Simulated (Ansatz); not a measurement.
WS2, a slab with vacuum:

```
W S
1.0
     3.18352    0.00000    0.00000
    -1.59176    2.75701    0.00000
     0.00000    0.00000   16.95058
W S
1 2
Direct
  0.00000 0.00000 0.00000
  0.33333 0.66667 0.09200
  0.33333 0.66667 0.90800
```

Base run:

- Program: Ansatz 0.2.0
- Functional: PBEsol
- Potentials or basis: all-electron LAPW, scalar-relativistic
- Cutoff: 259 eV (chosen from the basis error)
- Basis error allowed: 0.002 eV/atom
- k mesh: 10 × 10 × 2
- Occupations: fermi-dirac, width 0.05 eV
- Spin: no spin polarisation
- Hubbard terms: W d U = 4 eV

Its results: band gap on the k mesh 1.93 eV, indirect (least direct gap 1.97 eV); largest force 0.106 eV/Å.

**Question.** After a change of settings the same cell gave: band gap on the k mesh 1.77 eV, direct; largest force 0.096 eV/Å. Which change was it?
A. hubbard terms from W d U = 4 eV to none
B. hubbard terms from W d U = 4 eV to W d U = 2 eV
C. hubbard terms from W d U = 4 eV to W d U = 6 eV

**Answer.** C.

Caveats: U is the effective U less J, on atomic orbitals that reach past the spheres; spin-orbit coupling is left out, which moves the levels of the heavy elements; the density of states is complete only up to the lowest level of the last band computed.
